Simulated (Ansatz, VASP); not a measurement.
**Two plane-wave programs on Y**

```
CELL_PARAMETERS angstrom
3.31032 0.00000 0.00000
0.00000 3.31032 0.00000
0.00000 0.00000 3.31032
ATOMIC_POSITIONS crystal
Y 0.00000 0.00000 0.00000
```

Alike in both runs: task single point; functional revPBE; k mesh 11 × 11 × 11; occupations fermi-dirac, width 0.1 eV; no spin polarisation.

|  | VASP | Ansatz |
| --- | --- | --- |
| version | VASP 6.6.1 | Ansatz 0.2.0 |
| potentials or method | VASP PAW PBE potentials, release 64 (Y_sv) | plane waves (420 eV) with PAW, scalar-relativistic |
| plane-wave cutoff (eV) | 520 | 420 |
| valence electrons in the cell | 11 | 11 |

```csv
,VASP,Ansatz,Ansatz less VASP
pressure (GPa),-0.1,-0.1,+0.03
```

Caveats: the PAW data sets were made with another functional, which shifts forces and pressure a little (VASP).
